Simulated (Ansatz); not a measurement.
Wires are cut from relaxed bulk Co (P6_3/mmc, 10.86 Å³/atom, gap on the mesh 0.00 eV); atoms and period are relaxed, and energies count from that bulk.

Theory: DFT PBE, scalar-relativistic, plane waves, PAW in Ansatz.

Cutoff 420 eV, Gaussian smearing of 0.05 eV, energies at zero smearing, symmetry of each start kept, collinear spin where a moment is listed.

| start | atoms | k mesh | excess energy (eV per host atom) | line energy (eV/Å) | period (Å) | gap on the mesh (eV) | size of the moment (μB per cell) | highest filled level or Fermi level under vacuum (eV) |
| --- | --- | --- | --- | --- | --- | --- | --- | --- |
| [001] wire, 4 host atoms a period* | 4 | 1×1×8 | 1.563 | 2.622 | 2.385 | 0 | 7.77 | - |
| [001] wire, 6 host atoms a period | 6 | 1×1×8 | 1.721 | 2.706 | 3.816 | 0 | 11.27 | 3.81 |

* ends far from its start.

Each run keeps its start's symmetry and one magnetic start, so lower states can exist.

Cost: 2 runs of about 21 core-minutes in all, on Intel Xeon Platinum 8259CL (Skylake/Cascade Lake) (shared hosts).